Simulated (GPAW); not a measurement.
# A GW chain in GPAW: PbSe (honeycomb monolayer)

How does a plane-wave GW calculation on PbSe (honeycomb monolayer) run from the first input to the gap?

Main program and level: GPAW 26.7.0; PBE and many-body steps on it, plane waves.

Most raw output is cut from this account.

## (1) Set-up

The cell holds 2 atoms: 1 Pb and 1 Se. Its edges and angles: a = 4.303 Å, b = 4.303 Å, c = 11.400 Å, α = 90.0°, β = 90.0°, γ = 120.0°. Vacuum lies along c.

Coordinates:

```
Pb Se
1.0
     4.30270    0.00000    0.00000
    -2.15135    3.72625    0.00000
     0.00000    0.00000   11.40000
Pb Se
1 1
Direct
  0.33333 0.66667 0.48246
  0.66667 0.33333 0.51754
```

The start is a generated structure, not a measured one. Spin-orbit coupling is left out unless a step names it.

## (2) Relaxation

This step: GPAW 26.7.0; DFT, PBE, plane waves, PAW.

A relaxation at this level of theory: leftover forces would pass straight into the levels.

Input file run.py:

```python
import json
import numpy as np
from gpaw.mpi import world
from ase import Atoms
from ase.constraints import FixSymmetry
from ase.filters import FrechetCellFilter
from ase.optimize import BFGS
from gpaw import GPAW, PW, FermiDirac

atoms = Atoms(['Pb', 'Se'],
    cell=[[4.3026985741, 0.0000000000, 0.0000000000],
      [-2.1513492871, 3.7262462700, 0.0000000000],
      [0.0000000000, 0.0000000000, 11.4000000000]],
    scaled_positions=[[0.3333333333, 0.6666666667, 0.4824561404],
      [0.6666666667, 0.3333333333, 0.5175438596]],
    pbc=(True, True, False))
atoms.set_constraint(FixSymmetry(atoms))
atoms.calc = GPAW(mode=PW(550),
    xc='PBE',
    kpts={'size': (6, 6, 1), 'gamma': True},
    occupations=FermiDirac(0.02),
    convergence={'density': 1e-5},
    txt='relax.txt')
steps = []
opt = BFGS(FrechetCellFilter(atoms, mask=[1, 1, 0, 0, 0, 1]), logfile='bfgs.log')
opt.attach(lambda: steps.append([atoms.get_potential_energy(), atoms.cell[:], atoms.positions.copy(), atoms.get_forces()]))
converged = opt.run(fmax=0.03, steps=50)
res = {'converged': bool(converged), 'steps': steps, 'cell': atoms.cell[:], 'frac': atoms.get_scaled_positions()}

if world.rank == 0:
    with open('result.json', 'w') as f:
        json.dump(res, f, default=lambda x: x.tolist())
```

On the command line:

```sh
$ mpirun -n 4 gpaw python run.py
```

Run time: 83 s. Hardware: 4 MPI ranks of Arm Neoverse V1, shared host; peak memory 1.1 GiB.

Step by step:

```
step  energy less that of the first step (eV)  largest force (eV/Å)
   1                                   0.0000                2.0192
   2                                  -0.8571                1.2645
   3                                  -1.3699                0.4633
   4                                  -1.4131                0.2566
   5                                  -1.4172                0.2020
   6                                  -1.4194                0.1855
   7                                  -1.4296                0.1453
   8                                  -1.4530                0.0293
   9                                  -1.4801                0.1260
  10                                  -1.5680                0.7650
  11                                  -1.7301                0.4336
  12                                  -1.8511                0.4263
  13                                  -1.8209                0.8386
  14                                  -1.8688                0.0099
  15                                  -1.8698                0.0238
```

The atoms that moved most (Å):

| atom | dx | dy | dz | length |
| --- | --- | --- | --- | --- |
| Pb1 | 0.000 | 0.000 | -0.577 | 0.577 |
| Se2 | 0.000 | 0.000 | 0.577 | 0.577 |

The relaxed structure:

```
Pb Se
1.0
     4.07689    0.00000    0.00000
    -2.03845    3.53069    0.00000
     0.00000    0.00000   11.40000
Pb Se
1 1
Cartesian
  0.0000 2.3538 4.9230
  2.0384 1.1769 6.4770
```

## (3) Ground state

The ground-state density comes first.

Input file run.py:

```python
import json
import numpy as np
from gpaw.mpi import world
from ase import Atoms
from gpaw import GPAW, PW, FermiDirac

atoms = Atoms(['Pb', 'Se'],
    cell=[[4.0768920050, 0.0000000000, 0.0000000000],
      [-2.0384460025, 3.5306920448, 0.0000000000],
      [0.0000000000, 0.0000000000, 11.4000000000]],
    scaled_positions=[[0.3333333333, 0.6666666667, 0.4318425891],
      [0.6666666667, 0.3333333333, 0.5681581760]],
    pbc=(True, True, False))
calc = GPAW(mode=PW(450),
    xc='PBE',
    kpts={'size': (9, 9, 1), 'gamma': True},
    occupations=FermiDirac(0.001),
    nbands=-7,
    convergence={'density': 1e-6, 'bands': -3},
    maxiter=100,
    txt='gs.txt')
atoms.calc = calc
res = {'energy': atoms.get_potential_energy()}
kpts = calc.get_ibz_k_points()
res['kpts'] = kpts
res['eigenvalues'] = [calc.get_eigenvalues(kpt=k) for k in range(len(kpts))]
res['n_electrons'] = calc.get_number_of_electrons()
calc.write('gs.gpw')

if world.rank == 0:
    with open('result.json', 'w') as f:
        json.dump(res, f, default=lambda x: x.tolist())
```

On the command line:

```sh
$ mpirun -n 4 gpaw python run.py
```

Elapsed: 5.9 s, on 4 MPI ranks; peak memory 0.7 GiB; 23 s of CPU time.

Numbers from this step:

```
total energy               : -7.973 eV
gap                        : 1.957 eV
k of the valence top       : 0.2222, -0.1111, 0
k of the conduction bottom : 0, 0, 0
least direct gap           : 2.058 eV
```

The gap is indirect, with the least direct gap 0.10 eV higher.

## (4) Empty states on the mesh, 6×6×1 mesh, 276 bands

The sums over transitions need many empty states on a uniform mesh; this step solves for them.

Input file run.py:

```python
import json
import numpy as np
from gpaw.mpi import world
from gpaw import GPAW

calc = GPAW('gs.gpw').fixed_density(kpts={'size': (6, 6, 1), 'gamma': True},
    parallel={'domain': 1, 'band': 1},
    txt='nscf.txt')
calc.diagonalize_full_hamiltonian(nbands=276)
calc.write('full.gpw', mode='all')
res = {}
kpts = calc.get_ibz_k_points()
res['kpts'] = kpts
res['eigenvalues'] = [calc.get_eigenvalues(kpt=k) for k in range(len(kpts))]
res['n_electrons'] = calc.get_number_of_electrons()

if world.rank == 0:
    with open('result.json', 'w') as f:
        json.dump(res, f, default=lambda x: x.tolist())
```

On the command line:

```sh
$ mpirun -n 4 gpaw python run.py
```

Elapsed: 84 s, on 4 MPI ranks; peak memory 4.2 GiB; 5.6 min of CPU time.

Numbers from this step:

* gap: 1.970 eV
* k of the valence top: 0.1667, 0, 0
* k of the conduction bottom: 0, 0, 0
* least direct gap: 2.058 eV
* k points computed: 7
* lowest point of the top converged band, above the valence top: 78.5359 eV

On this mesh the gap is 1.970 eV.

## (5) Screening and self-energy, 6×6×1 mesh, 123 bands, screening to 48 eV

Now the one-shot GW correction: screening in the RPA, then the self-energy of the levels asked for.

This step: G0W0 on PBE, plane waves, PAW.

Input file run.py:

```python
import json
import numpy as np
from gpaw.mpi import world
from gpaw.response.g0w0 import G0W0

gw = G0W0('full.gpw',
    filename='gw',
    kpts=[0, 1],
    bands=(8, 12),
    ecut=48,
    nbands=123,
    truncation='2D',
    integrate_gamma='sphere',
    q0_correction=True,
    frequencies={'type': 'nonlinear', 'domega0': 0.15, 'omega2': 15.0},
    eta=0.1,
    nblocksmax=True)
gw.calculate()
res = {mode: {k: v for k, v in r.items() if k != 'sigma_eskwn'}
       for mode, r in gw.all_results.items()}

if world.rank == 0:
    with open('result.json', 'w') as f:
        json.dump(res, f, default=lambda x: x.tolist())
```

On the command line:

```sh
$ mpirun -n 4 gpaw python run.py
```

The job ended after 33 s (4 MPI ranks; peak memory 1.6 GiB; 2.2 min of CPU time).

This step gave:

| Item | Value |
| --- | --- |
| G0W0 gap on the points computed | 3.177 eV |
| least direct G0W0 gap on the computed points | 3.177 eV |
| Z at the valence top | 0.7293 |
| Z at the conduction bottom | 0.7775 |
| starting gap on the mesh | 1.970 eV |
| k of the valence top | 0, 0, 0 |
| k of the conduction bottom | 0, 0, 0 |

The gap on the mesh goes from 1.97 eV to 3.18 eV, a correction of +1.21 eV.

Limits: finite bands, cutoff and mesh; no spin-orbit coupling. v1 is the top filled band, c1 the lowest empty one. The levels before and after the correction (eV, zero at the valence-band top of each column):

```
           conduction bottom  valence top
Kohn-Sham               1.97         0.00
     G0W0               3.18         0.00
```

|  | level | energy (eV) |
| --- | --- | --- |
| Kohn-Sham | Γ v2-v1 | -0.088 |
| Kohn-Sham | Γ c1 | 1.970 |
| Kohn-Sham | Γ c2 | 4.767 |
| G0W0 | Γ v2-v1 | -0.001 |
| G0W0 | Γ c1 | 3.177 |
| G0W0 | Γ c2 | 6.272 |

## (6) Where the time went

Times are wall times on 4 MPI ranks of Arm Neoverse V1, shared host, good to a factor of about two.

```csv
step,time,share,memory (GiB)
relaxation,83 s,40 %,1.1
ground state,5.9 s,3 %,0.7
empty states on the mesh,84 s,41 %,4.2
screening and self-energy,33 s,16 %,1.6
```

## (7) Summary of results

| Item | Value |
| --- | --- |
| PBE gap | 1.96 eV, indirect |
| G0W0 gap on the mesh | 3.18 eV |
| GW settings | 6×6×1 mesh, 123 bands, screening to 48 eV, full frequency, Hilbert transform |
| known limits | not at the basis limit; no spin-orbit coupling |

**Reading.** G0W0 moves the gap on the mesh from 1.97 eV to 3.18 eV (+1.21 eV), with Z of 0.73 and 0.78 at the edges. Only 2 of the mesh's irreducible points were corrected, so a valley elsewhere could overtake. Bands and cutoff are finite, so the gap is not at the basis limit. The miss can reach some tenths of an eV and take either sign; the mesh is an error of its own. These stock PAW sets were not made for GW; the filled d or f shell of Se lies in the frozen core, which bears on start and correction. In the G0W0 run levels were corrected at 2 k points alone, so a gap called «on the mesh» is the least over those, and an edge elsewhere would be missed. Where an edge is built on 6p states of lead, bismuth or thallium, scalar-relativistic gaps usually stand too wide, by a few tenths to over one eV. The many-body steps are scalar-relativistic: spin-orbit coupling is not in them.

[Paths, hosts, dates, memory and timing lines, banners, echoed tables and standing remarks are left out of the program output.]

[Logs are printed without paths, hosts, clocks, repeated set-up lines and the standing remarks that a program may print on its own settings, such as how far it seeks lower states.]

[Runs of the session that timed out or met a known fault of the program may be left out.]

[Hosts, paths, dates, database ids (printed as entryN), source tags and the programs' standing remarks are cut or masked in the printed files.]
